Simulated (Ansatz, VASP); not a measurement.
# Cross-check of ZnSe (Stilleite) between VASP and Ansatz, part 2 of 3

Aim: how closely do two programs agree when they are given the same cell, functional and k mesh? The cell is taken from a series of runs on this material, whose earlier steps may have relaxed, scaled, displaced or heated it; both programs get it as it stands.

VASP 6.6.1 and Ansatz 0.2.0.

So far. Step 2 (VASP: single point, r2SCAN, spin-orbit coupling, pair 1): The run ends at a pressure of 0.49 GPa, with forces up to 0.017 eV/Å.

## (3) Ansatz: single point, r2SCAN, spin-orbit coupling, pair 1

Level of this step: Ansatz beside VASP: Kohn-Sham DFT, plane waves, r2SCAN, spin-orbit coupling (Ansatz).

Ansatz runs on its PAW fully relativistic soft_1 files.

The same cell, functional, mesh and smearing now go to Ansatz, which takes its cutoff from its data sets.

The input, input.yaml:

```yaml
crystal:
  lattice:
    - [-0.0280868893, 2.8048554371, 2.8662842423]
    - [2.8048554371, -0.0280868893, 2.8662842423]
    - [2.7767685478, 2.7767685478, 0.0]
  atoms:
    - { symbol: Zn, position: [0.0017125994, 0.0017125994, -0.0017125994] }
    - { symbol: Se, position: [0.7482874006, 0.7482874006, 0.7517125994] }
kpoints:
  mp_grid: { grid: [6, 6, 6] }
hamiltonian:
  xc: r2scan
  pseudopotentials: { kind: paw_fr, azcp: { folder: soft_1 } }
scf:
  occupations: { method: gaussian, width: 0.01 }
  n_extra_bands: 16
output:
  eigenvalues: true
  eigenstates:
    kpoints:
      - [0.0, 0.0, 0.0]
      - [-3.5761e-05, 0.003571253, 0.003535492]
      - [0.003571253, -3.5761e-05, 0.003535492]
      - [0.003649466, 0.003649466, 0.0]
      - [0.00249997, 0.00249997, 0.00499994]
      - [-0.002550544, 0.002550544, 0.0]
      - [0.002555275, 0.00510582, 0.00249997]
      - [-0.00260585, -5.5305e-05, 0.00249997]
      - [0.00510582, 0.002555275, 0.00249997]
      - [-5.5305e-05, -0.00260585, 0.00249997]
      - [0.004148237, 0.004148237, 0.004082434]
      - [-6.5803e-05, -6.5803e-05, 0.004082434]
      - [2.451e-05, 0.004189531, 0.0]
      - [0.004189531, 2.451e-05, 0.0]
      - [3.5761e-05, -0.003571253, -0.003535492]
      - [-0.003571253, 3.5761e-05, -0.003535492]
      - [-0.003649466, -0.003649466, 0.0]
      - [-0.00249997, -0.00249997, -0.00499994]
      - [0.002550544, -0.002550544, 0.0]
      - [-0.002555275, -0.00510582, -0.00249997]
      - [0.00260585, 5.5305e-05, -0.00249997]
      - [-0.00510582, -0.002555275, -0.00249997]
      - [5.5305e-05, 0.00260585, -0.00249997]
      - [-0.004148237, -0.004148237, -0.004082434]
      - [6.5803e-05, 6.5803e-05, -0.004082434]
      - [-2.451e-05, -0.004189531, 0.0]
      - [-0.004189531, -2.451e-05, 0.0]
      - [-0.000134105, 0.013392198, 0.013258093]
      - [0.013392198, -0.000134105, 0.013258093]
      - [0.013685499, 0.013685499, 0.0]
      - [0.009374888, 0.009374888, 0.018749775]
      - [-0.009564541, 0.009564541, 0.0]
      - [0.009582283, 0.019146823, 0.009374888]
      - [-0.009771936, -0.000207395, 0.009374888]
      - [0.019146823, 0.009582283, 0.009374888]
      - [-0.000207395, -0.009771936, 0.009374888]
      - [0.01555589, 0.01555589, 0.015309127]
      - [-0.000246763, -0.000246763, 0.015309127]
      - [9.1912e-05, 0.015710741, 0.0]
      - [0.015710741, 9.1912e-05, 0.0]
      - [0.000134105, -0.013392198, -0.013258093]
      - [-0.013392198, 0.000134105, -0.013258093]
      - [-0.013685499, -0.013685499, 0.0]
      - [-0.009374888, -0.009374888, -0.018749775]
      - [0.009564541, -0.009564541, 0.0]
      - [-0.009582283, -0.019146823, -0.009374888]
      - [0.009771936, 0.000207395, -0.009374888]
      - [-0.019146823, -0.009582283, -0.009374888]
      - [0.000207395, 0.009771936, -0.009374888]
      - [-0.01555589, -0.01555589, -0.015309127]
      - [0.000246763, 0.000246763, -0.015309127]
      - [-9.1912e-05, -0.015710741, 0.0]
      - [-0.015710741, -9.1912e-05, 0.0]
      - [0.0, 0.0, 0.0]
      - [-3.5761e-05, 0.003571253, 0.003535492]
      - [0.003571253, -3.5761e-05, 0.003535492]
      - [0.003649466, 0.003649466, 0.0]
      - [0.00249997, 0.00249997, 0.00499994]
      - [-0.002550544, 0.002550544, 0.0]
      - [0.002555275, 0.00510582, 0.00249997]
      - [-0.00260585, -5.5305e-05, 0.00249997]
      - [0.00510582, 0.002555275, 0.00249997]
      - [-5.5305e-05, -0.00260585, 0.00249997]
      - [0.004148237, 0.004148237, 0.004082434]
      - [-6.5803e-05, -6.5803e-05, 0.004082434]
      - [2.451e-05, 0.004189531, 0.0]
      - [0.004189531, 2.451e-05, 0.0]
      - [3.5761e-05, -0.003571253, -0.003535492]
      - [-0.003571253, 3.5761e-05, -0.003535492]
      - [-0.003649466, -0.003649466, 0.0]
      - [-0.00249997, -0.00249997, -0.00499994]
      - [0.002550544, -0.002550544, 0.0]
      - [-0.002555275, -0.00510582, -0.00249997]
      - [0.00260585, 5.5305e-05, -0.00249997]
      - [-0.00510582, -0.002555275, -0.00249997]
      - [5.5305e-05, 0.00260585, -0.00249997]
      - [-0.004148237, -0.004148237, -0.004082434]
      - [6.5803e-05, 6.5803e-05, -0.004082434]
      - [-2.451e-05, -0.004189531, 0.0]
      - [-0.004189531, -2.451e-05, 0.0]
      - [-0.000134105, 0.013392198, 0.013258093]
      - [0.013392198, -0.000134105, 0.013258093]
      - [0.013685499, 0.013685499, 0.0]
      - [0.009374888, 0.009374888, 0.018749775]
      - [-0.009564541, 0.009564541, 0.0]
      - [0.009582283, 0.019146823, 0.009374888]
      - [-0.009771936, -0.000207395, 0.009374888]
      - [0.019146823, 0.009582283, 0.009374888]
      - [-0.000207395, -0.009771936, 0.009374888]
      - [0.01555589, 0.01555589, 0.015309127]
      - [-0.000246763, -0.000246763, 0.015309127]
      - [9.1912e-05, 0.015710741, 0.0]
      - [0.015710741, 9.1912e-05, 0.0]
      - [0.000134105, -0.013392198, -0.013258093]
      - [-0.013392198, 0.000134105, -0.013258093]
      - [-0.013685499, -0.013685499, 0.0]
      - [-0.009374888, -0.009374888, -0.018749775]
      - [0.009564541, -0.009564541, 0.0]
      - [-0.009582283, -0.019146823, -0.009374888]
      - [0.009771936, 0.000207395, -0.009374888]
      - [-0.019146823, -0.009582283, -0.009374888]
      - [0.000207395, 0.009771936, -0.009374888]
      - [-0.01555589, -0.01555589, -0.015309127]
      - [0.000246763, 0.000246763, -0.015309127]
      - [-9.1912e-05, -0.015710741, 0.0]
      - [-0.015710741, -9.1912e-05, 0.0]
magnetization:
  noncollinear: true
  spin_orbit: true
checkpoint:
  read: start.run
  write: ck
  compress: false
  write_wavefunctions: false
  write_every: 100000
```

The run is started by

```bash
$ ansatz run input.yaml --threads 4 --pin off --max-ram 9216MiB --backend cpu --events-out ev --progress --plain --runs-dir out
```

Numbers of over 12 decimals in the logs are rounded to 6 here.

What it wrote:

```text
scf.n_extra_bands = 16 over 28 filled bands (N_el = 28.0): the run solves 44 bands
Engine: ansatz 0.2.0, x86_64-unknown-linux-gnu
Pseudopotentials: kind: paw_fr
Pseudopotential: Zn, paw, valence charge 12, recommended cutoff 500 eV (meta_gga), soft_1/Zn.paw.azcp
Pseudopotential: Se, paw, valence charge 16, recommended cutoff 500 eV (meta_gga), soft_1/Se.paw.azcp
Functional definition: r2SCAN
  parameter k0 = 0.174
  parameter k1 = 0.065
  parameter a1 = 4.9479
  exchange = r2scan_x(k0 = k0, k1 = k1, a1 = a1)
  correlation = r2scan_c
non-collinear run that drives no moment, with spin-orbit: no starting moment large enough to seed its density (crystal.atoms[].spin), no starting occupations that ask for one, no magnetisation constraint and no magnetic field, so the semilocal B_xc is pinned to zero
Crystal: 2 atoms, lattice volume = 45.095 Å³
Basis set: ecut = 500 eV, 1159 PW (Γ), exchange–correlation on 120×120×120 points (64 copies of the dense FFT grid, shifted against one another)
Bands: 44, of which v1, the nominal top of the filled ones, is band 28 counted from 1 (27 counted from 0)
Symmetry: 4 space group operations + 4 with time reversal
Magnetic group: BNS 44.230 (UNI 328), of the structure as read, at distance tolerance 3.6e-5 Å
k-points: 46 of 216 (time reversal used)
Projection manifold: j_resolved (fully-relativistic pseudo-atomic orbitals)
Non-local potential: Zn, projectors of the file, resolved by j, l = 0: 2, l = 1: 4, l = 2: 6, l = 3: 2
Non-local potential: Se, projectors of the file, resolved by j, l = 0: 2, l = 1: 4, l = 2: 6, l = 3: 2
PAW form: soft (Blöchl's): semilocal exchange-correlation on the pseudo side does not see the compensation charge
PAW frozen core: Zn, regenerated for the run's functional (the file was generated under x = pbe(κ = 0.804, μ = 0.219515), c = pbe(β = 0.066725))
PAW frozen core: Se, regenerated for the run's functional (the file was generated under x = pbe(κ = 0.804, μ = 0.219515), c = pbe(β = 0.066725))
PAW one-centre angular grid: Zn, 590 points (default); XC on 224 Gauss nodes
PAW one-centre angular grid: Se, 590 points (default); XC on 283 of its mesh's 2701 points in the sphere
Initial density: read from a saved state, or passed on in memory by an earlier SCF of this step, an earlier step, the calling program or the single point that the run made first
Initial wavefunctions: pseudopotential atomic-orbital guess
Functional: x = r2scan, c = r2scan; τ floored in thin density (d = 2e-4 eV/Å³)
iter 1 solved again at ethr=4.79e-7 eV; its pass at ethr=3.10e-3 eV (dr2=1.34e-4 eV) is discarded
SCF iter   1: F=—  HF=-8799.989941 eV  |F-HF|=—  |Δ(HF+E_count)|=         —  Δρ=6.24e-7  dr2=9.54e-11  dr2_τ=3.28e-12  dr2_m=0.00e0 (ungated)  ethr=4.79e-7  |M|=0.00e0 ∫|m|=0.00e0 μB  |m|>n=0.0e0 m-floor=0.0e0 τ_xc=0.0e0  β_m=0.30  ⟨swp⟩=4.6  Hψ=19641  notcnv=0  defer=2
eigensolver tolerance schedule: the retry pair's looser diagonalisation over-reported the residual by 1406477.39 of it (diagonalisation noise at an unbounded share of the residual, at the tolerance the schedule requests for it); recorded, not acted on — ethr = c·dr2/N_el stays at c = 1.0e-1
preconditioner: auto → none  [insulator: Δε(μ)=1.712 eV  Ē_g=15.984 eV  σ=0.010 eV  W_gap=1.00  n_scr=14 (ndim 8)  ℏωp=23.5 eV  f_vac=0.115  D(μ)=0.00/eV (n_scr^D=0)  ε∞_Penn≈3.2]
SCF iter   2: F=—  HF=-8799.989940 eV  |F-HF|=—  |Δ(HF+E_count)|=   7.40e-8  Δρ=3.62e-7  dr2=3.29e-11  dr2_τ=3.19e-12  dr2_m=0.00e0 (ungated)  ethr=1.00e-12  |M|=0.00e0 ∫|m|=0.00e0 μB  |m|>n=0.0e0 m-floor=0.0e0 τ_xc=0.0e0  β_m=0.27  ⟨swp⟩=6.4  Hψ=7960  notcnv=0
SCF iter   3: F=-8799.989940 eV  HF=-8799.989940 eV  |F-HF|=5.46e-12  |Δ(HF+E_count)|=  5.46e-12  Δρ=2.69e-7  dr2=1.46e-11  dr2_τ=2.30e-13  dr2_m=0.00e0 (ungated)  ethr=1.00e-12  |M|=0.00e0 ∫|m|=0.00e0 μB  |m|>n=0.0e0 m-floor=0.0e0 τ_xc=0.0e0  ⟨swp⟩=1.0  Hψ=4240  notcnv=0
SCF 1 converged in 3 iterations: F = -8799.989940 eV  dr2 = 1.46e-11
  greatest PAW one-centre occupation: 0.999 electrons in one spin orbital (limit 2), on the Se atom at site 1 (counted from 0), in its partial waves of l = 2
NSCF: frozen V_eff on 106 k-points
SCF converged after 3 iterations
Magnetization: |M| = 0.0000 μB,  M = (+0.0000, +0.0000, +0.0000) μB
Absolute magnetization: 0.0000 μB (∫|m|)
  site 0: m = (+0.0000, +0.0000, +0.0000) μB, |m| = 0.0000 μB  (R = 1.01 Å)
  site 1: m = (+0.0000, +0.0000, +0.0000) μB, |m| = 0.0000 μB  (R = 1.01 Å)
Free energy (F): -8799.989940 eV
Harris-Foulkes:  -8799.989940 eV  (|F-HF|=5.46e-12)
Internal energy: -8799.989940 eV  (E = F + TS)
E sigma→0 (E₀):  -8799.989940 eV
Fermi energy:    7.389681 eV
--- Per-component energies (eV) ---
  E_band       = -403.814920
  E_kinetic    = 257.374012
  E_local      = -4833.914332  (includes V_loc(G=0)·N_el)
  E_nonlocal   = 473.027416
  E_hartree    = 2239.011187
  E_xc         = -150.689616
  E_vxc        = -148.421466  (∫ρ·V_xc dr)
  E_paw        = -4053.273618  (= ΣΔE_a)
  E_vpaw       = -637.303718  (= ΣTr[D̂ρ^β])
  E_aug_tail   = 0.000070  (compensation charges beyond the density's cutoff)
  E_vtau       = 7.400598  (kinetic-family band-sum trace: ∫τ·v_τ [+ j·A + Jᵃ·Aᵃ] dr)
  E_ewald      = -2729.607719
  E_core_change = -1.917341  (= ΣΔE_core)
  E_smearing   = -0.000000  (= −TS)
  E_closure    = 0.000000  (closes the sum)
  Σ components = -8799.989940   (vs F -8799.989940, Δ=0.00e0)
--- Band table (eV; the first three rows and the last of 46) ---
  k-point 0: bands = [... 24 lower, 6.4283, 6.4283, 6.5338, 6.5338, 8.2455, 8.2455, 12.5161, 12.5161, ... 12 higher]
  k-point 1: bands = [... 24 lower, 5.9502, 5.9622, 6.1798, 6.1923, 9.4158, 9.4171, 12.7437, 12.7669, ... 12 higher]
  k-point 2: bands = [... 24 lower, 5.5009, 5.5049, 5.7259, 5.7384, 9.4968, 9.4986, 13.2216, 13.2227, ... 12 higher]
  k-point 45: bands = [... 24 lower, 4.0285, 4.0285, 4.3066, 4.3066, 9.7014, 9.7014, 10.4156, 10.4156, ... 12 higher]
```

Reading the cycles: dr2 is the Hartree energy of the density residual (eV), the measure of convergence; HF is the Harris–Foulkes estimate of the energy, which meets the free energy F at convergence.

## (4) Side by side

Known differences besides the potentials themselves: spin-orbit coupling enters by fully relativistic files in Ansatz and inside the spheres in VASP; VASP keeps PBE cores, Ansatz makes them for the functional; the data sets hold 28 valence electrons in Ansatz (on its PAW fully relativistic soft_1 files) and 18 in VASP; the cutoff is 500 eV in Ansatz and 440 eV in VASP. Total energies have different zeros and are not compared.

The two programs side by side:

```csv
quantity,Ansatz,VASP,difference
gap on the k mesh (eV),1.712,1.717,-0.005
```

A gap on the mesh is an upper bound, since the band edges may lie between its points.

## (5) Ansatz: single point, r2SCAN, spin-orbit coupling, pair 2

With cell and atoms fixed, the geometry can't cause a difference; cores, projectors, grids and the points listed under the comparison can. The cell compared in this pair holds 45.20 Å³, against 45.09 Å³ for the pair before.

The cell is taken from a series of runs on this material, whose earlier steps may have relaxed, scaled, displaced or heated it; both programs get it as it stands.

The input, input.yaml:

```yaml
crystal:
  lattice:
    - [-0.0210526056, 2.8119883399, 2.85814463]
    - [2.8119883399, -0.0210526056, 2.85814463]
    - [2.7909357343, 2.7909357343, 0.0]
  atoms:
    - { symbol: Zn, position: [0.0012764217, 0.0012764217, -0.0012764217] }
    - { symbol: Se, position: [0.7487235783, 0.7487235783, 0.7512764217] }
kpoints:
  mp_grid: { grid: [6, 6, 6] }
hamiltonian:
  xc: r2scan
  pseudopotentials: { kind: paw_fr, azcp: { folder: soft_1 } }
scf:
  occupations: { method: gaussian, width: 0.01 }
  n_extra_bands: 16
output:
  eigenvalues: true
  eigenstates:
    kpoints:
      - [0.0, 0.0, 0.0]
      - [-2.6805e-05, 0.003580335, 0.00355353]
      - [0.003580335, -2.6805e-05, 0.00355353]
      - [0.003639103, 0.003639103, 0.0]
      - [0.002512725, 0.002512725, 0.00502545]
      - [-0.002550633, 0.002550633, 0.0]
      - [0.00255428, 0.005104913, 0.002512725]
      - [-0.002592188, -4.1555e-05, 0.002512725]
      - [0.005104913, 0.00255428, 0.002512725]
      - [-4.1555e-05, -0.002592188, 0.002512725]
      - [0.004152668, 0.004152668, 0.004103263]
      - [-4.9406e-05, -4.9406e-05, 0.004103263]
      - [1.8454e-05, 0.00418362, 0.0]
      - [0.00418362, 1.8454e-05, 0.0]
      - [2.6805e-05, -0.003580335, -0.00355353]
      - [-0.003580335, 2.6805e-05, -0.00355353]
      - [-0.003639103, -0.003639103, 0.0]
      - [-0.002512725, -0.002512725, -0.00502545]
      - [0.002550633, -0.002550633, 0.0]
      - [-0.00255428, -0.005104913, -0.002512725]
      - [0.002592188, 4.1555e-05, -0.002512725]
      - [-0.005104913, -0.00255428, -0.002512725]
      - [4.1555e-05, 0.002592188, -0.002512725]
      - [-0.004152668, -0.004152668, -0.004103263]
      - [4.9406e-05, 4.9406e-05, -0.004103263]
      - [-1.8454e-05, -0.00418362, 0.0]
      - [-0.00418362, -1.8454e-05, 0.0]
      - [-0.000100519, 0.013426255, 0.013325737]
      - [0.013426255, -0.000100519, 0.013325737]
      - [0.013646635, 0.013646635, 0.0]
      - [0.009422719, 0.009422719, 0.018845437]
      - [-0.009564874, 0.009564874, 0.0]
      - [0.009578551, 0.019143425, 0.009422719]
      - [-0.009720706, -0.000155832, 0.009422719]
      - [0.019143425, 0.009578551, 0.009422719]
      - [-0.000155832, -0.009720706, 0.009422719]
      - [0.015572506, 0.015572506, 0.015387235]
      - [-0.000185271, -0.000185271, 0.015387235]
      - [6.9202e-05, 0.015688575, 0.0]
      - [0.015688575, 6.9202e-05, 0.0]
      - [0.000100519, -0.013426255, -0.013325737]
      - [-0.013426255, 0.000100519, -0.013325737]
      - [-0.013646635, -0.013646635, 0.0]
      - [-0.009422719, -0.009422719, -0.018845437]
      - [0.009564874, -0.009564874, 0.0]
      - [-0.009578551, -0.019143425, -0.009422719]
      - [0.009720706, 0.000155832, -0.009422719]
      - [-0.019143425, -0.009578551, -0.009422719]
      - [0.000155832, 0.009720706, -0.009422719]
      - [-0.015572506, -0.015572506, -0.015387235]
      - [0.000185271, 0.000185271, -0.015387235]
      - [-6.9202e-05, -0.015688575, 0.0]
      - [-0.015688575, -6.9202e-05, 0.0]
      - [0.0, 0.0, 0.0]
      - [-2.6805e-05, 0.003580335, 0.00355353]
      - [0.003580335, -2.6805e-05, 0.00355353]
      - [0.003639103, 0.003639103, 0.0]
      - [0.002512725, 0.002512725, 0.00502545]
      - [-0.002550633, 0.002550633, 0.0]
      - [0.00255428, 0.005104913, 0.002512725]
      - [-0.002592188, -4.1555e-05, 0.002512725]
      - [0.005104913, 0.00255428, 0.002512725]
      - [-4.1555e-05, -0.002592188, 0.002512725]
      - [0.004152668, 0.004152668, 0.004103263]
      - [-4.9406e-05, -4.9406e-05, 0.004103263]
      - [1.8454e-05, 0.00418362, 0.0]
      - [0.00418362, 1.8454e-05, 0.0]
      - [2.6805e-05, -0.003580335, -0.00355353]
      - [-0.003580335, 2.6805e-05, -0.00355353]
      - [-0.003639103, -0.003639103, 0.0]
      - [-0.002512725, -0.002512725, -0.00502545]
      - [0.002550633, -0.002550633, 0.0]
      - [-0.00255428, -0.005104913, -0.002512725]
      - [0.002592188, 4.1555e-05, -0.002512725]
      - [-0.005104913, -0.00255428, -0.002512725]
      - [4.1555e-05, 0.002592188, -0.002512725]
      - [-0.004152668, -0.004152668, -0.004103263]
      - [4.9406e-05, 4.9406e-05, -0.004103263]
      - [-1.8454e-05, -0.00418362, 0.0]
      - [-0.00418362, -1.8454e-05, 0.0]
      - [-0.000100519, 0.013426255, 0.013325737]
      - [0.013426255, -0.000100519, 0.013325737]
      - [0.013646635, 0.013646635, 0.0]
      - [0.009422719, 0.009422719, 0.018845437]
      - [-0.009564874, 0.009564874, 0.0]
      - [0.009578551, 0.019143425, 0.009422719]
      - [-0.009720706, -0.000155832, 0.009422719]
      - [0.019143425, 0.009578551, 0.009422719]
      - [-0.000155832, -0.009720706, 0.009422719]
      - [0.015572506, 0.015572506, 0.015387235]
      - [-0.000185271, -0.000185271, 0.015387235]
      - [6.9202e-05, 0.015688575, 0.0]
      - [0.015688575, 6.9202e-05, 0.0]
      - [0.000100519, -0.013426255, -0.013325737]
      - [-0.013426255, 0.000100519, -0.013325737]
      - [-0.013646635, -0.013646635, 0.0]
      - [-0.009422719, -0.009422719, -0.018845437]
      - [0.009564874, -0.009564874, 0.0]
      - [-0.009578551, -0.019143425, -0.009422719]
      - [0.009720706, 0.000155832, -0.009422719]
      - [-0.019143425, -0.009578551, -0.009422719]
      - [0.000155832, 0.009720706, -0.009422719]
      - [-0.015572506, -0.015572506, -0.015387235]
      - [0.000185271, 0.000185271, -0.015387235]
      - [-6.9202e-05, -0.015688575, 0.0]
      - [-0.015688575, -6.9202e-05, 0.0]
magnetization:
  noncollinear: true
  spin_orbit: true
checkpoint:
  read: start.run
  write: ck
  compress: false
  write_wavefunctions: false
  write_every: 100000
```

What it wrote:

```text
[...]
Crystal: 2 atoms, lattice volume = 45.198 Å³
Basis set: ecut = 500 eV, 1163 PW (Γ), exchange–correlation on 120×120×120 points (64 copies of the dense FFT grid, shifted against one another)
Bands: 44, of which v1, the nominal top of the filled ones, is band 28 counted from 1 (27 counted from 0)
Symmetry: 4 space group operations + 4 with time reversal
[...]
k-point 0: bands = [... 24 lower, 6.4099, 6.4099, 6.4860, 6.4860, 8.2081, 8.2081, 12.5091, 12.5091, ... 12 higher]
  k-point 1: bands = [... 24 lower, 5.9278, 5.9368, 6.1565, 6.1689, 9.3870, 9.3880, 12.7127, 12.7307, ... 12 higher]
  k-point 2: bands = [... 24 lower, 5.4817, 5.4846, 5.7050, 5.7173, 9.4789, 9.4803, 13.2164, 13.2172, ... 12 higher]
  k-point 45: bands = [... 24 lower, 4.0052, 4.0052, 4.2417, 4.2417, 9.6741, 9.6741, 10.3300, 10.3300, ... 12 higher]
[key lines of the parts left out:]
SCF converged after 3 iterations
Magnetization: |M| = 0.0000 μB,  M = (+0.0000, +0.0000, +0.0000) μB
Free energy (F): -8799.992076 eV
Fermi energy:    7.347047 eV
```

(Part 2 of 3 ends here.)

[Lines on the potential files, build, host, timing and source positions are cut from VASP's logs without a mark.]

[Logs are printed without paths, hosts, clocks, repeated set-up lines and the standing remarks that a program may print on its own settings, such as how far it seeks lower states.]

[Hosts, paths, dates, database ids (printed as entryN), source tags and the programs' standing remarks are cut or masked in the printed files.]
